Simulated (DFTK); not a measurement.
Crystal: Pb.

```
Pb
1.0
    -1.97966    1.97966    1.97966
     1.97966   -1.97966    1.97966
     1.97966    1.97966   -1.97966
Pb
1
Direct
  0.00000 0.00000 0.00000
```

This isn't the form of Pb at room conditions, which is fcc.

| Item | Value |
| --- | --- |
| Program | DFTK 0.8.2 |
| Task | single point |
| Functional | PBE |
| Potentials or basis | dojo.nc.sr.pbe.v0_4_1.standard.upf (PBE) |
| Cutoff | 925 eV |
| k mesh | 9 × 9 × 9 |
| Occupations | fermi-dirac, width 0.05 eV |
| Spin | no spin polarisation |

On this cell: pressure 0.8 GPa; band gap on the k mesh none (metal or under the smearing width).

The same run follows on a disturbed copy (cell strained at random at fixed volume):

```
Pb
1.0
    -2.06690    2.05040    2.08125
     1.99925   -1.93748    1.90067
     1.99103    1.86160   -1.96833
Pb
1
Direct
  0.00466 0.99633 0.00314
```

**Question.** What changes?

**Answer.** The energy (extrapolated to zero smearing) moves by +4.6 meV/atom; pressure 1.5 GPa; band gap on the k mesh none (metal or under the smearing width).

Stress tensor (GPa, compression positive):
```
 1.51  0.30  0.33
 0.30  1.33 -0.43
 0.33 -0.43  1.58
```
